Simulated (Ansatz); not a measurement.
# SiO2: the cost of one run

Program: Ansatz 0.2.0 (single point, PBE, plane waves PAW). Host: AMD EPYC 7R13 (Zen 3), 96 cores, 96 hardware threads, 1656 GiB, 8 × H100 80GB HBM3, 81559 MiB; it was booked for these runs alone, one at a time. Each run is timed once from launch to exit, start-up included.

### 1 The system

The cell holds 72 atoms in 1077 Å³, 2×2×3 copies of a database cell, with the atoms displaced at random so that no symmetry is left.

### 2 Baseline

The input, input.yaml:

```yaml
crystal:
  lattice:
    - [-4.954580, 4.954580, 7.311342]
    - [4.954580, -4.954580, 7.311342]
    - [7.431870, 7.431870, -10.967013]
  atoms:
    - { symbol: Si, position: [0.009236, -0.002618, 0.001040] }
    - { symbol: Si, position: [0.375579, 0.128299, 0.162975] }
    - { symbol: O, position: [0.185862, 0.107925, 0.112766] }
    - { symbol: O, position: [0.482560, 0.310476, 0.281507] }
    - { symbol: O, position: [0.385526, 0.064167, 0.049630] }
    - { symbol: O, position: [0.424869, 0.018810, 0.216706] }
    - { symbol: Si, position: [-0.002936, 0.001060, 0.333939] }
    - { symbol: Si, position: [0.375209, 0.121625, 0.500505] }
    - { symbol: O, position: [0.181427, 0.116595, 0.445596] }
    - { symbol: O, position: [0.485077, 0.312576, 0.616172] }
    - { symbol: O, position: [0.388133, 0.064407, 0.374833] }
    - { symbol: O, position: [0.436576, 0.012964, 0.549587] }
    - { symbol: Si, position: [0.005533, -0.004372, 0.666106] }
    - { symbol: Si, position: [0.366440, 0.125564, 0.828698] }
    - { symbol: O, position: [0.180752, 0.119730, 0.783779] }
    - { symbol: O, position: [0.485338, 0.312657, 0.944757] }
    - { symbol: O, position: [0.384393, 0.063666, 0.711759] }
    - { symbol: O, position: [0.438063, 0.006652, 0.884378] }
    - { symbol: Si, position: [-0.004970, 0.506497, 0.002365] }
    - { symbol: Si, position: [0.372412, 0.616907, 0.164222] }
    - { symbol: O, position: [0.186752, 0.606394, 0.116006] }
    - { symbol: O, position: [0.489338, 0.811758, 0.280754] }
    - { symbol: O, position: [0.391720, 0.560794, 0.052995] }
    - { symbol: O, position: [0.435703, 0.520069, 0.216647] }
    - { symbol: Si, position: [-0.004769, 0.499873, 0.331298] }
    - { symbol: Si, position: [0.370717, 0.623978, 0.501663] }
    - { symbol: O, position: [0.178312, 0.610205, 0.448184] }
    - { symbol: O, position: [0.484799, 0.815220, 0.611766] }
    - { symbol: O, position: [0.391260, 0.561088, 0.384375] }
    - { symbol: O, position: [0.436126, 0.512300, 0.549347] }
    - { symbol: Si, position: [0.001180, 0.507976, 0.669180] }
    - { symbol: Si, position: [0.377973, 0.626799, 0.831766] }
    - { symbol: O, position: [0.189501, 0.618786, 0.778559] }
    - { symbol: O, position: [0.488815, 0.816172, 0.949426] }
    - { symbol: O, position: [0.391890, 0.567707, 0.723417] }
    - { symbol: O, position: [0.442388, 0.520413, 0.885080] }
    - { symbol: Si, position: [0.503009, 0.000402, 0.000597] }
    - { symbol: Si, position: [0.872871, 0.127450, 0.170360] }
    - { symbol: O, position: [0.686617, 0.111666, 0.117101] }
    - { symbol: O, position: [0.985751, 0.316035, 0.282808] }
    - { symbol: O, position: [0.884233, 0.058190, 0.052881] }
    - { symbol: O, position: [0.939837, 0.018337, 0.218291] }
    - { symbol: Si, position: [0.500649, -0.006450, 0.336943] }
    - { symbol: Si, position: [0.871171, 0.129009, 0.496869] }
    - { symbol: O, position: [0.684717, 0.111374, 0.447708] }
    - { symbol: O, position: [0.982975, 0.315950, 0.617312] }
    - { symbol: O, position: [0.890564, 0.061039, 0.382140] }
    - { symbol: O, position: [0.935492, 0.011915, 0.550935] }
    - { symbol: Si, position: [0.502962, -0.000766, 0.664507] }
    - { symbol: Si, position: [0.872452, 0.130015, 0.833714] }
    - { symbol: O, position: [0.688357, 0.111937, 0.783789] }
    - { symbol: O, position: [0.986383, 0.317121, 0.951047] }
    - { symbol: O, position: [0.877808, 0.061913, 0.725519] }
    - { symbol: O, position: [0.932374, 0.014578, 0.887244] }
    - { symbol: Si, position: [0.499974, 0.505283, -0.003359] }
    - { symbol: Si, position: [0.870014, 0.624234, 0.164704] }
    - { symbol: O, position: [0.683226, 0.613138, 0.116303] }
    - { symbol: O, position: [0.985925, 0.810889, 0.282956] }
    - { symbol: O, position: [0.888626, 0.559607, 0.052422] }
    - { symbol: O, position: [0.938968, 0.514427, 0.219569] }
    - { symbol: Si, position: [0.495623, 0.499427, 0.331950] }
    - { symbol: Si, position: [0.880266, 0.627010, 0.505575] }
    - { symbol: O, position: [0.693712, 0.609427, 0.446046] }
    - { symbol: O, position: [0.987805, 0.811382, 0.615179] }
    - { symbol: O, position: [0.884912, 0.564875, 0.384894] }
    - { symbol: O, position: [0.939092, 0.515332, 0.548693] }
    - { symbol: Si, position: [0.491155, 0.498927, 0.664993] }
    - { symbol: Si, position: [0.872910, 0.628791, 0.833071] }
    - { symbol: O, position: [0.693463, 0.611610, 0.784073] }
    - { symbol: O, position: [0.987897, 0.815682, 0.945614] }
    - { symbol: O, position: [0.893414, 0.562927, 0.715167] }
    - { symbol: O, position: [0.939925, 0.515473, 0.887795] }
kpoints:
  mp_grid: { grid: [1, 1, 1] }
hamiltonian:
  xc: pbe
  pseudopotentials: { azcp: { folder: soft_1 } }
scf:
  occupations: { method: fixed }
output: { forces: true }
```

Launch:

```
$ ansatz run input.yaml --backend cuda --devices 1 --events-out ev --progress --plain --runs-dir out
```

Q: Estimate wall time and peak memory on 1 × NVIDIA H100 80GB HBM3 with 48 threads of AMD EPYC 7R13 (Zen 3), host not shared.

About 2 s, with a peak of 1.3 GiB on the host.
